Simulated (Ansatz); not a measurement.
The polar optical mode of GaP, worked through

These are results of DFT LDA, scalar-relativistic, plane waves, PAW (Ansatz), not measurements. Cutoff 420 eV, 6×6×6 k-points (Γ-centred), fixed occupations. No spin polarisation. Phonons by linear response, acoustic sum rule imposed.

The cell is fixed (symmetry leaves no force on the atoms) and stands under 0.0 GPa:
Space group F-43m (No. 216). a = 5.392 Å, b = 5.392 Å, c = 5.392 Å, α = 90.00°, β = 90.00°, γ = 90.00°
```json
{"atom": "Ga", "site": "4a", "symmetry": "-43m", "x": "0.0000", "y": "0.0000", "z": "0.0000"}
{"atom": "P", "site": "4d", "symmetry": "-43m", "x": "0.2500", "y": "0.2500", "z": "0.7500"}
```

The cell is the ideal cubic zincblende prototype. The run warned that the force constants aren't converged on this k mesh, so the frequencies and all that is formed from them are rough.

Linear response gives ν_TO = 365.2 cm⁻¹, Born charges ±2.048 e (positive on Ga) and ε∞ = 10.645. The primitive cell holds 39.183 Å³, and the masses are 69.723 and 30.974 amu.

Question: Find ν_LO and the static dielectric constant.

Answer: The long-wave field adds a restoring force: ω_LO² − ω_TO² = Z*²e²/(ε_vac ε∞ μV). In these units ν_LO² − ν_TO² = 4.92064×10⁷ Z*²/(μ V ε∞) cm⁻², with μ = m₁m₂/(m₁ + m₂) = 21.446 amu: 23077 cm⁻². So ν_LO = √(365.2² + 23077) = 395.5 cm⁻¹, and the run gives 395.5. Lyddane–Sachs–Teller then gives ε0 = ε∞ (ν_LO/ν_TO)² = 12.49, against 12.49 in the run (it forms both from the same three quantities, so the match checks the arithmetic only). Between ν_TO and ν_LO the dielectric function is negative and an undamped crystal reflects fully: a reststrahlen band from 25.3 to 27.4 μm.

Question: What do the Clausius–Mossotti polarisability and the Szigeti charge come to?

Answer: With the Lorentz local field, α = (3V/4π)(ε∞ − 1)/(ε∞ + 2) = 7.13 Å³ for the pair, and e_S = 3Z*/(ε∞ + 2) = 0.49 e. The Born charge includes the electrons' response to the dipole's own local field, and e_S takes that enhancement out. The Lorentz field assumes point-like polarisable ions, a poor picture once ε∞ is this large, since the electron clouds then overlap or are shared, so both numbers are formal here.

Question: How strongly does a slow electron couple to the LO mode?

Answer: For one isotropic parabolic band, Fröhlich's constant is α_F = (1/ε∞ − 1/ε0) √(m* Ry/ħω_LO), with Ry = 13.606 eV, ħω_LO = 49.0 meV and m* in free-electron masses: α_F = 0.0139 × 16.66 × √m* = 0.23 √m*. The band mass isn't part of this run; for m* = 0.1, 0.3 and 1 it gives 0.07, 0.13, 0.23. In weak coupling the polaron lies α_F ħω_LO below the band edge (6 meV at m* = 0.3) with a mass m*(1 + α_F/6); past α_F of about 5 or 6 that expansion fails. A semilocal functional's ε∞ tends to be too large, which taken alone lowers α_F.

Cost: 1 run of about 0.51 core-minutes, on Oxide Virtual Turin-like Processor (Zen 5) (shared hosts).

GaP appears here as a mainly covalent, weakly polar semiconductor: most of its static screening is electronic, and the lattice raises the dielectric constant only from 10.645 to about 12.49. The sp³ bonding states polarise easily and screen the long-range field that separates the LO from the TO mode. The Born charge of 2.048 e doesn't contradict this, because it measures the charge that flows as the bonds are distorted, not a static charge on the ions.

The LO–TO splitting is somewhat smaller than the one known from experiment. The likely cause is excessive electronic screening, which goes with the too-small band gap of the LDA, though incomplete k-point sampling may contribute.

The small lattice share of the screening also explains the weak Fröhlich coupling: the electronic polarisation follows a slow carrier almost instantly and is already part of the band description, so only the lattice share is left to form the polaron. The estimate supports large, weakly bound polarons rather than self-trapping by this mode, but the conduction valleys of GaP are strongly anisotropic, so a single isotropic mass gives only the scale for real electrons.
